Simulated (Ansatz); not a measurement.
**MoS2 (P6_3/mmc): response to moved atoms and strain**

How does MoS2 (P6_3/mmc) push back when it is distorted? Each run changes the relaxed cell in one way.

Program: Ansatz 0.2.0. Level of theory: DFT PBE with spin–orbit coupling, plane waves, PAW. These are calculated values, not measurements.

1 further run of the same task is left out (it didn't finish). Runs told in other sessions of the task aren't counted.

**1. The system as given**

Symmetry: P6_3/mmc, No. 194, hexagonal system. Conventional cell: a = 3.186 Å, b = 3.186 Å, c = 17.996 Å, α = 90.00°, β = 90.00°, γ = 120.00°. Mo (site symmetry -6m2) has 6 S at 2.41 Å in its first shell of neighbours. S (site symmetry 3m) has 3 Mo at 2.41 Å in its first shell of neighbours.

As a file:

```cif
data_structure
_symmetry_space_group_name_H-M 'P 1'
_symmetry_Int_Tables_number 1
_cell_length_a 3.1856
_cell_length_b 3.1856
_cell_length_c 17.9965
_cell_angle_alpha 90.000
_cell_angle_beta 90.000
_cell_angle_gamma 120.000
_cell_volume 158.17
loop_
_atom_site_label
_atom_site_type_symbol
_atom_site_fract_x
_atom_site_fract_y
_atom_site_fract_z
_atom_site_occupancy
Mo1 Mo 0.33333 0.66667 0.25000 1
Mo2 Mo 0.66667 0.33333 0.75000 1
S1 S 0.33333 0.66667 0.66317 1
S2 S 0.66667 0.33333 0.16317 1
S3 S 0.33333 0.66667 0.83683 1
S4 S 0.66667 0.33333 0.33683 1
```

This cell comes from an earlier session at PBE with spin–orbit coupling: 26.361 Å³/atom at -0.05 GPa, on a 8×8×2 mesh.

The changes: atom 2 (Mo) moved 0.08 Å along z; strain e3 = +0.02, atoms carried along.

**2. Atom 2 (Mo) moved 0.08 Å along z**

input.yaml

```yaml
crystal:
  lattice:
    - [3.1856397388, 0.0, 0.0]
    - [-1.5928198694, 2.7588449411, 0.0]
    - [0.0, 0.0, 17.9964541474]
  atoms:
    - { symbol: Mo, position: [0.3333333333, 0.6666666667, 0.25], spin: 0.05, spin_axis: [0.0, 0.0, 1.0] }
    - { symbol: Mo, position: [0.6666666667, 0.3333333333, 0.7544453201], spin: 0.05, spin_axis: [0.0, 0.0, 1.0] }
    - { symbol: S, position: [0.3333333333, 0.6666666667, 0.6631705994] }
    - { symbol: S, position: [0.6666666667, 0.3333333333, 0.1631705994] }
    - { symbol: S, position: [0.3333333333, 0.6666666667, 0.8368294006] }
    - { symbol: S, position: [0.6666666667, 0.3333333333, 0.3368294006] }
basis:
  ecutwfc: 420
  ecutrho_ratio: 4
kpoints:
  mp_grid: { grid: [8, 8, 2] }
hamiltonian:
  xc: pbe
scf:
  occupations: { method: gaussian, width: 0.05 }
  lower_state_search: "off"
output:
  forces: true
  stress: true
  eigenvalues: true
  populations: true
  write_density: true
  write_potential: true
  elf: true
  volumetric_format: npy
magnetization:
  noncollinear: true
  spin_orbit: true
checkpoint:
  read: start.run
  write: ck
  compress: false
  write_wavefunctions: false
  write_every: 100000
```

start.run holds the converged state of the cell before the atoms were moved.

Run with:

```sh
> ansatz run input.yaml --threads 4 --pin off --max-ram 7168MiB --backend cpu --events-out ev --progress --plain --runs-dir out
```

The runs that follow: Strain e3 = +0.02, atoms carried along.

What does the calculation give? Wanted: for each run, change; change of free energy; largest force; largest change of stress.

As calculated:

| change | change of free energy (meV/atom) | largest force (eV/Å) | largest change of stress (GPa) |
| --- | --- | --- | --- |
| atom 2 (Mo) moved 0.08 Å along z | 15.77 | 2.361 | 0.22 |
| strain e3 = +0.02, atoms carried along | 6.00 | 0.558 | 3.52 |

Moving atom 2 by 0.08 Å meets a restoring force of 2.361 eV/Å along the move, a force constant of about 29.5 eV/Å². The strain e3 = +0.02 changes that stress component by -3.52 GPa (compression positive), a ratio of 176 GPa; that is a secant over a finite strain with the atoms carried along, not the elastic constant. No change lowers the energy by more than 0.5 meV/atom; other distortions weren't tried. A run loses the moments it was seeded with; other starts can end magnetic. No dispersion term is included, so distances between weakly bound layers or units are the least certain numbers.
